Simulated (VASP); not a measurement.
# CdS (Fm-3m) in VASP: notebook, part 2 of 3

VASP 6.6.1.

## 3. G0W0 quasiparticle levels, PBE

The input, POSCAR:

```
CdS
1.0
    0.0000000000      2.7532440000      2.7532440000
    2.7532440000      0.0000000000      2.7532440000
    2.7532440000      2.7532440000      0.0000000000
Cd S
1 1
Direct
    0.0000000000      0.0000000000      0.0000000000
    0.5000000000      0.5000000000      0.5000000000
```

The input, INCAR.step1:

```
SYSTEM = CdS
  PREC = Accurate
  ENCUT = 450
  EDIFF = 1E-8
  ISMEAR = 0
  SIGMA = 0.01
  LREAL = .FALSE.
  LASPH = .TRUE.
  NELM = 80
  ALGO = Fast
  LWAVE = .TRUE.
  LCHARG = .FALSE.
  GGA = PE
```

The input, INCAR.step2:

```
SYSTEM = CdS
  PREC = Accurate
  ENCUT = 450
  EDIFF = 1E-8
  ISMEAR = 0
  SIGMA = 0.01
  LREAL = .FALSE.
  LASPH = .TRUE.
  NELM = 1
  ALGO = Exact
  LWAVE = .TRUE.
  LCHARG = .FALSE.
  GGA = PE
  NBANDS = 175
  LOPTICS = .TRUE.
  ISTART = 1
```

The input, INCAR.step3:

```
SYSTEM = CdS
  PREC = Accurate
  ENCUT = 450
  EDIFF = 1E-8
  ISMEAR = 0
  SIGMA = 0.01
  LREAL = .FALSE.
  LASPH = .TRUE.
  ALGO = EVGW0
  LWAVE = .FALSE.
  LCHARG = .FALSE.
  GGA = PE
  NELMGW = 1
  NBANDS = 175
  ENCUTGW = 50
  NOMEGA = 48
  PRECFOCK = Fast
  ISTART = 1
  NBANDSGW = 17
```

The input, KPOINTS:

```
regular mesh
0
G
  3 3 3
  0 0 0
```

Potentials or basis: VASP PAW PBE potentials, release 64 (Cd_GW, S_GW).

Command:

```
$ cat potpaw_PBE.64/Cd_GW/POTCAR potpaw_PBE.64/S_GW/POTCAR > POTCAR
$ cp INCAR.step1 INCAR
$ mpirun -np 1 vasp_std > vasp.out
$ cp INCAR.step2 INCAR
$ mpirun -np 1 vasp_std > vasp.out
$ cp INCAR.step3 INCAR
$ mpirun -np 1 vasp_std > vasp.out
```

OUTCAR:

```text
SYSTEM = CdS
   PREC = Accurate
   ENCUT = 450
   EDIFF = 1E-8
   ISMEAR = 0
   LREAL = .FALSE.
   LASPH = .TRUE.
   GGA = PE
   NELMGW = 1
   ENCUTGW = 50
   PRECFOCK = Fast
   ISTART = 1

 Found      4 irreducible k-points:

 Following reciprocal coordinates:
            Coordinates               Weight
  0.000000  0.000000  0.000000      1.000000
  0.333333  0.000000  0.000000      8.000000
  0.333333  0.333333  0.000000      6.000000
 -0.333333  0.333333  0.000000     12.000000
   k-points           NKPTS =      4   k-points in BZ     NKDIM =     27   number of bands    NBANDS=    175
   number of dos      NEDOS =    301   number of ions     NIONS =      2
   total plane-waves  NPLWV =  21952
   dimension x,y,z NGX =    28 NGY =   28 NGZ =   28
   dimension x,y,z NGXF=    56 NGYF=   56 NGZF=   56
   ions per type =               1   1
   NGX,Y,Z   is equivalent  to a cutoff of  11.95, 11.95, 11.95 a.u.
   NGXF,Y,Z  is equivalent  to a cutoff of  23.91, 23.91, 23.91 a.u.
 SYSTEM =  CdS
   PREC   = accura    normal or accurate (medium, high low for compatibility)
   ISTART =      1    job   : 0-new  1-cont  2-samecut
   ICHARG =      0    charge: 1-file 2-atom 10-const
   ISPIN  =      1    spin polarized calculation?
   LNONCOLLINEAR =      F non collinear calculations
   LSORBIT =      F    spin-orbit coupling
   LASPH  =      T    aspherical Exc in radial PAW
   ENCUT  =  450.0 eV  33.07 Ry    5.75 a.u.   6.73  6.73  6.73*2*pi/ulx,y,z
   NELM   =     60;   NELMIN=  2; NELMDL=  0     # of ELM steps
   EDIFF  = 0.1E-07   stopping-criterion for ELM
   LREAL  =      F    real-space projection
   EDIFFG = 0.1E-06   stopping-criterion for IOM
   NSW    =      0    number of steps for IOM
   IBRION =     -1    ionic relax: 0-MD 1-quasi-New 2-CG
   NFREE  =      0    steps in history (QN), initial steepest desc. (CG)
   ISIF   =      0    stress and relaxation
   ISYM   =      3    0-nonsym 1-usesym 2-fastsym
   POTIM  = 0.5000    time-step for ionic-motion
   TEBEG  =    0.0;   TEEND  =   0.0 temperature during run
   PSTRESS=    0.0 pullay stress
   NELECT =      18.0000    total number of electrons
   NUPDOWN=      -1.0000    fix difference up-down
   EMIN   =  10.00;   EMAX   =-10.00  energy-range for DOS
   EFERMI =   0.00;   METHOD = LEGACY
   ISMEAR =     0;   SIGMA  =   0.01  broadening in eV -4-tet -1-fermi 0-gaus
   EFERMI_NEDOS =   21; number of points for ismear=-14 and -15
   IALGO  =     38    algorithm
   IMIX   =      4    mixing-type and parameters
     AMIX     =   0.40;   BMIX     =  1.00
     AMIX_MAG =   1.60;   BMIX_MAG =  1.00
  volume/ion in A,a.u.               =      20.87       140.84
  Fermi-wavevector in a.u.,A,eV,Ry     =   1.236833  2.337275 20.813583  1.529755
  Thomas-Fermi vector in A             =   2.371425
   LORBIT       =      0    0 simple, 1 ext, 2 COOP (PROOUT), +10 PAW based schemes
   GGA     = PE    functional components
   LHFCALC =     T    Hartree Fock is set to
   PRECFOCK=fast      Normal, Fast or Accurate (Low or Medium for compatibility)
   ENCUT4O =  -1.0   cutoff for four orbital integrals eV
   NKREDX  =     1    reduce k-point grid by
   NKREDY  =     1    reduce k-point grid by
   NKREDZ  =     1    reduce k-point grid by
   AEXX    =    1.0000 exact exchange contribution
   HFSCREEN=    0.0000 screening length (either q_TF or 0.3 A-1)
   HFSCREENC=   0.0000 screening length for correlation (either q_TF or 0.3 A-1)
   ENCUTFOCK=  -1.0 apply spherical cutoff to Coloumb kernel
   IVDW    =     0    specifies the selected vdW correction
   LEPSILON=     F    determine dielectric tensor
   LRPA    =     F    only Hartree local field effects (RPA)
   LRPAFORCE           =     F    calculate RPA forces
   ENCUTGW             =  50.0    cutoff for response function in eV
   ENCUTGWSOFT         =  40.0    soft cutoff for Coulomb kernel in GW response function in eV
   ENCUTLF             =  -1.0    cutoff for local field effects
   NELMGW              =     1    number of iterations in solving QP/BSE equation
   NELMHF              =     1    number of iterations in the inner HF iteration
   NKREDLFX            =     1    NKREDLFY  =   1   NKREDLFZ  =   1
 non-spin polarized calculation
 Gauss-broadening in eV      SIGMA  =   0.01
  energy-cutoff  :      450.00
  volume of cell :       41.74
 maximum number of plane-waves:       906
  NGX = 16; NGY = 16; NGZ = 16
   NGX = 13   NGY = 13   NGZ = 13
 maximum number of plane-waves:        34
 NGX is ok and might be reduce to    10

 QP shifts <psi_nk| G(iteration)W_0 |psi_nk>: iteration 1
 for sc-GW calculations column KS-energies equals QP-energies in previous step
 and V_xc(KS)=  KS-energies - (<T + V_ion + V_H > + <T+V_H+V_ion>^1  + <V_x>^1)

 k-point   1 :       0.0000    0.0000    0.0000
  band No.  KS-energies  QP-energies   sigma(KS)   V_xc(KS)     V^pw_x(r,r')   Z            occupation Imag(sigma)

      1      -8.2276      -8.2972     -12.7856     -12.6774     -20.6295       0.6432       2.0000       1.2888
      2      -3.3314      -5.0086     -17.7216     -15.3689     -23.1447       0.7129       2.0000       0.2881
      3      -3.3314      -5.0086     -17.7216     -15.3689     -23.1447       0.7129       2.0000       0.2881
      4      -3.3314      -5.0086     -17.7216     -15.3689     -23.1447       0.7129       2.0000       0.2881
      5      -3.3250      -5.0308     -17.8717     -15.5047     -23.4091       0.7207       2.0000       0.3443
      6      -3.3250      -5.0308     -17.8717     -15.5047     -23.4091       0.7207       2.0000       0.3443
[... 9 lines left out ...]
     16      15.6056      15.8916      -9.7690     -10.1578      -3.6388       0.7357       0.0000      -0.4126
     17      15.6056      15.8916      -9.7690     -10.1578      -3.6388       0.7357       0.0000      -0.4126
[... 46 lines left out ...]
      1      -7.1911      -7.2548     -13.7328     -13.6349     -21.4150       0.6512       2.0000       1.0431
      2      -3.4627      -5.1085     -17.6320     -15.3331     -23.2267       0.7159       2.0000       0.3587
      3      -3.4290      -5.0476     -17.3340     -15.0641     -22.7524       0.7131       2.0000       0.3149
      4      -3.2652      -4.9270     -17.6542     -15.3252     -23.0690       0.7136       2.0000       0.2980
      5      -3.1336      -4.8362     -17.9654     -15.5915     -23.3913       0.7172       2.0000       0.2847
      6      -2.8377      -4.3909     -17.7617     -15.6201     -23.2646       0.7252       2.0000       0.3496
[... 9 lines left out ...]
     16      19.7755      20.3392     -10.4266     -11.1812      -3.9642       0.7472       0.0000      -0.7381
     17      20.9739      21.5538     -10.5056     -11.2693      -4.0494       0.7594       0.0000      -0.7990
```

OUTCAR.step2:

```text
SYSTEM = CdS
   PREC = Accurate
   ENCUT = 450
   EDIFF = 1E-8
[... 538 lines left out ...]
  --------------------------------------------------------------------------------------------------------------
     0.00000    24.09609    24.09609    24.09609     0.00000     0.00000    -0.00000
     1.78058    -1.41729    -1.41729    -1.41729     0.00000     0.00000    -0.00000
     3.56115    50.17172    50.17172    50.17172     0.00000     0.00000    -0.00000
     5.34173    -3.48267    -3.48267    -3.48267    -0.00000    -0.00000     0.00000
     7.12231    -5.47231    -5.47231    -5.47231    -0.00000    -0.00000     0.00000
     8.90288    -4.39841    -4.39841    -4.39841    -0.00000    -0.00000     0.00000
[... 92 lines left out ...]
   174.49652     0.97246     0.97246     0.97246    -0.00000    -0.00000     0.00000
   176.27709     0.97306     0.97306     0.97306    -0.00000    -0.00000     0.00000
```

Run time: 30 s. Hardware: 1 thread of Intel Xeon 6975P-C (Granite Rapids), shared host; peak memory 0.23 GiB.

These settings aren't checked as converged: the numbers below hold their error.

Results:

| Property | Result |
| --- | --- |
| Band gap on the k mesh, mean-field level | 0.97 eV, indirect (least direct gap 1.47 eV) |
| Quasiparticle gap | 1.46 eV |
| Least direct quasiparticle gap | 1.94 eV |

Caveat: the k mesh is coarse (spacing up to 0.66 Å⁻¹), so the values aren't converged; bands, screening cutoff and mesh are small and nothing is extrapolated, so the quasiparticle values aren't converged; an odd mesh through Γ misses points on the zone boundary, where band edges often lie.

## 4. G0W0 quasiparticle levels, PBE

POSCAR is that of step 3.

INCAR.step1 is that of step 3.

INCAR.step2 is that of step 3.

Edit INCAR.step3 of step 3 so:

```diff
@@ -14,3 +14,3 @@
   NBANDS = 175
-  ENCUTGW = 50
+  ENCUTGW = 75
   NOMEGA = 48
```

KPOINTS is that of step 3.

Potentials or basis: VASP PAW PBE potentials, release 64 (Cd_GW, S_GW).

Command:

```
$ cat potpaw_PBE.64/Cd_GW/POTCAR potpaw_PBE.64/S_GW/POTCAR > POTCAR
$ cp INCAR.step1 INCAR
$ mpirun -np 1 vasp_std > vasp.out
$ cp INCAR.step2 INCAR
$ mpirun -np 1 vasp_std > vasp.out
$ cp INCAR.step3 INCAR
$ mpirun -np 1 vasp_std > vasp.out
```

OUTCAR:

```text
SYSTEM = CdS
   PREC = Accurate
   ENCUT = 450
   EDIFF = 1E-8
   ISMEAR = 0
   LREAL = .FALSE.
   LASPH = .TRUE.
   GGA = PE
   NELMGW = 1
   ENCUTGW = 75
   PRECFOCK = Fast
   ISTART = 1

 Found      4 irreducible k-points:

 Following reciprocal coordinates:
            Coordinates               Weight
  0.000000  0.000000  0.000000      1.000000
  0.333333  0.000000  0.000000      8.000000
  0.333333  0.333333  0.000000      6.000000
 -0.333333  0.333333  0.000000     12.000000
   k-points           NKPTS =      4   k-points in BZ     NKDIM =     27   number of bands    NBANDS=    175
   number of dos      NEDOS =    301   number of ions     NIONS =      2
   total plane-waves  NPLWV =  21952
   dimension x,y,z NGX =    28 NGY =   28 NGZ =   28
   dimension x,y,z NGXF=    56 NGYF=   56 NGZF=   56
   ions per type =               1   1
   NGX,Y,Z   is equivalent  to a cutoff of  11.95, 11.95, 11.95 a.u.
   NGXF,Y,Z  is equivalent  to a cutoff of  23.91, 23.91, 23.91 a.u.
 SYSTEM =  CdS
   PREC   = accura    normal or accurate (medium, high low for compatibility)
   ISTART =      1    job   : 0-new  1-cont  2-samecut
   ICHARG =      0    charge: 1-file 2-atom 10-const
   ISPIN  =      1    spin polarized calculation?
   LNONCOLLINEAR =      F non collinear calculations
   LSORBIT =      F    spin-orbit coupling
   LASPH  =      T    aspherical Exc in radial PAW
   ENCUT  =  450.0 eV  33.07 Ry    5.75 a.u.   6.73  6.73  6.73*2*pi/ulx,y,z
   NELM   =     60;   NELMIN=  2; NELMDL=  0     # of ELM steps
   EDIFF  = 0.1E-07   stopping-criterion for ELM
   LREAL  =      F    real-space projection
   EDIFFG = 0.1E-06   stopping-criterion for IOM
   NSW    =      0    number of steps for IOM
   IBRION =     -1    ionic relax: 0-MD 1-quasi-New 2-CG
   NFREE  =      0    steps in history (QN), initial steepest desc. (CG)
   ISIF   =      0    stress and relaxation
   ISYM   =      3    0-nonsym 1-usesym 2-fastsym
   POTIM  = 0.5000    time-step for ionic-motion
   TEBEG  =    0.0;   TEEND  =   0.0 temperature during run
   PSTRESS=    0.0 pullay stress
   NELECT =      18.0000    total number of electrons
   NUPDOWN=      -1.0000    fix difference up-down
   EMIN   =  10.00;   EMAX   =-10.00  energy-range for DOS
   EFERMI =   0.00;   METHOD = LEGACY
   ISMEAR =     0;   SIGMA  =   0.01  broadening in eV -4-tet -1-fermi 0-gaus
   EFERMI_NEDOS =   21; number of points for ismear=-14 and -15
   IALGO  =     38    algorithm
   IMIX   =      4    mixing-type and parameters
     AMIX     =   0.40;   BMIX     =  1.00
     AMIX_MAG =   1.60;   BMIX_MAG =  1.00
  volume/ion in A,a.u.               =      20.87       140.84
  Fermi-wavevector in a.u.,A,eV,Ry     =   1.236833  2.337275 20.813583  1.529755
  Thomas-Fermi vector in A             =   2.371425
   LORBIT       =      0    0 simple, 1 ext, 2 COOP (PROOUT), +10 PAW based schemes
   GGA     = PE    functional components
   LHFCALC =     T    Hartree Fock is set to
   PRECFOCK=fast      Normal, Fast or Accurate (Low or Medium for compatibility)
   ENCUT4O =  -1.0   cutoff for four orbital integrals eV
   NKREDX  =     1    reduce k-point grid by
   NKREDY  =     1    reduce k-point grid by
   NKREDZ  =     1    reduce k-point grid by
   AEXX    =    1.0000 exact exchange contribution
   HFSCREEN=    0.0000 screening length (either q_TF or 0.3 A-1)
   HFSCREENC=   0.0000 screening length for correlation (either q_TF or 0.3 A-1)
   ENCUTFOCK=  -1.0 apply spherical cutoff to Coloumb kernel
   IVDW    =     0    specifies the selected vdW correction
   LEPSILON=     F    determine dielectric tensor
   LRPA    =     F    only Hartree local field effects (RPA)
   LRPAFORCE           =     F    calculate RPA forces
   ENCUTGW             =  75.0    cutoff for response function in eV
   ENCUTGWSOFT         =  60.0    soft cutoff for Coulomb kernel in GW response function in eV
   ENCUTLF             =  -1.0    cutoff for local field effects
   NELMGW              =     1    number of iterations in solving QP/BSE equation
   NELMHF              =     1    number of iterations in the inner HF iteration
   NKREDLFX            =     1    NKREDLFY  =   1   NKREDLFZ  =   1
 non-spin polarized calculation
 Gauss-broadening in eV      SIGMA  =   0.01
  energy-cutoff  :      450.00
  volume of cell :       41.74
 maximum number of plane-waves:       906
  NGX = 16; NGY = 16; NGZ = 16
   NGX = 13   NGY = 13   NGZ = 13
 maximum number of plane-waves:        64
 NGX is ok and might be reduce to    14

 QP shifts <psi_nk| G(iteration)W_0 |psi_nk>: iteration 1
 for sc-GW calculations column KS-energies equals QP-energies in previous step
 and V_xc(KS)=  KS-energies - (<T + V_ion + V_H > + <T+V_H+V_ion>^1  + <V_x>^1)

 k-point   1 :       0.0000    0.0000    0.0000
  band No.  KS-energies  QP-energies   sigma(KS)   V_xc(KS)     V^pw_x(r,r')   Z            occupation Imag(sigma)

      1      -8.2276      -8.3730     -12.9053     -12.6774     -20.6295       0.6380       2.0000       1.2991
      2      -3.3314      -5.0179     -17.7482     -15.3689     -23.1447       0.7088       2.0000       0.3688
      3      -3.3314      -5.0179     -17.7482     -15.3689     -23.1447       0.7088       2.0000       0.3688
      4      -3.3314      -5.0179     -17.7482     -15.3689     -23.1447       0.7088       2.0000       0.3688
      5      -3.3250      -5.0324     -17.8913     -15.5047     -23.4091       0.7154       2.0000       0.4283
      6      -3.3250      -5.0324     -17.8913     -15.5047     -23.4091       0.7154       2.0000       0.4283
[... 9 lines left out ...]
     16      15.6056      15.7672      -9.9369     -10.1578      -3.6388       0.7316       0.0000      -0.3959
     17      15.6056      15.7672      -9.9369     -10.1578      -3.6388       0.7316       0.0000      -0.3959

 k-point   2 :       0.3333    0.0000    0.0000
  band No.  KS-energies  QP-energies   sigma(KS)   V_xc(KS)     V^pw_x(r,r')   Z            occupation Imag(sigma)

      1      -7.4582      -7.5676     -13.3306     -13.1618     -20.8816       0.6484       2.0000       1.1660
      2      -3.5366      -5.1783     -17.5721     -15.2501     -23.1242       0.7071       2.0000       0.4303
      3      -3.5366      -5.1783     -17.5721     -15.2501     -23.1242       0.7071       2.0000       0.4303
      4      -3.4494      -5.0822     -17.3381     -15.0321     -22.7137       0.7081       2.0000       0.3905
      5      -3.1878      -4.8927     -17.9436     -15.5483     -23.3571       0.7118       2.0000       0.3745
      6      -3.1878      -4.8927     -17.9436     -15.5483     -23.3571       0.7118       2.0000       0.3745
[... 9 lines left out ...]
     16      15.8326      16.1647     -10.2515     -10.6923      -4.6916       0.7535       0.0000      -0.2729
     17      21.5623      21.9462     -10.5290     -11.0367      -3.7775       0.7562       0.0000      -0.8339

 k-point   3 :       0.3333    0.3333    0.0000
  band No.  KS-energies  QP-energies   sigma(KS)   V_xc(KS)     V^pw_x(r,r')   Z            occupation Imag(sigma)

      1      -7.4873      -7.6616     -13.6313     -13.3586     -21.1870       0.6393       2.0000       1.1136
      2      -3.4403      -5.1141     -17.5683     -15.2040     -22.9534       0.7080       2.0000       0.3706
      3      -3.2483      -4.9568     -17.9751     -15.5836     -23.5003       0.7144       2.0000       0.4249
      4      -3.1787      -4.6981     -17.1519     -15.0298     -22.6047       0.7159       2.0000       0.4595
      5      -3.1578      -4.8564     -17.9356     -15.5468     -23.3394       0.7111       2.0000       0.3687
      6      -3.1578      -4.8564     -17.9356     -15.5468     -23.3394       0.7111       2.0000       0.3687
[... 9 lines left out ...]
     16      19.5780      20.0911     -10.8671     -11.5431      -4.2763       0.7590       0.0000      -0.6803
     17      19.5780      20.0911     -10.8671     -11.5431      -4.2763       0.7590       0.0000      -0.6803

 k-point   4 :      -0.3333    0.3333    0.0000
  band No.  KS-energies  QP-energies   sigma(KS)   V_xc(KS)     V^pw_x(r,r')   Z            occupation Imag(sigma)

      1      -7.1911      -7.3584     -13.8943     -13.6349     -21.4150       0.6451       2.0000       1.0625
      2      -3.4627      -5.1187     -17.6614     -15.3331     -23.2267       0.7113       2.0000       0.4400
      3      -3.4290      -5.0627     -17.3683     -15.0641     -22.7524       0.7090       2.0000       0.3912
      4      -3.2652      -4.9383     -17.6833     -15.3252     -23.0690       0.7095       2.0000       0.3766
      5      -3.1336      -4.8426     -17.9887     -15.5915     -23.3913       0.7130       2.0000       0.3667
      6      -2.8377      -4.3929     -17.7808     -15.6201     -23.2646       0.7198       2.0000       0.4289
[... 9 lines left out ...]
     16      19.7755      20.1942     -10.6188     -11.1812      -3.9642       0.7445       0.0000      -0.7400
     17      20.9739      21.4137     -10.6878     -11.2693      -4.0494       0.7563       0.0000      -0.7988
```

Run time: 31 s. Hardware: 1 thread of Intel Xeon 6975P-C (Granite Rapids), shared host; peak memory 0.23 GiB.

These settings aren't checked as converged: the numbers below hold their error.

What came out:

```
Band gap on the k mesh, mean-field level : 0.97 eV, indirect (least direct gap 1.47 eV)
Quasiparticle gap                        : 1.51 eV
Least direct quasiparticle gap           : 2.00 eV
```

Caveat: the k mesh is coarse (spacing up to 0.66 Å⁻¹), so the values aren't converged; bands, screening cutoff and mesh are small and nothing is extrapolated, so the quasiparticle values aren't converged; an odd mesh through Γ misses points on the zone boundary, where band edges often lie.

[end of part 2 of 3]
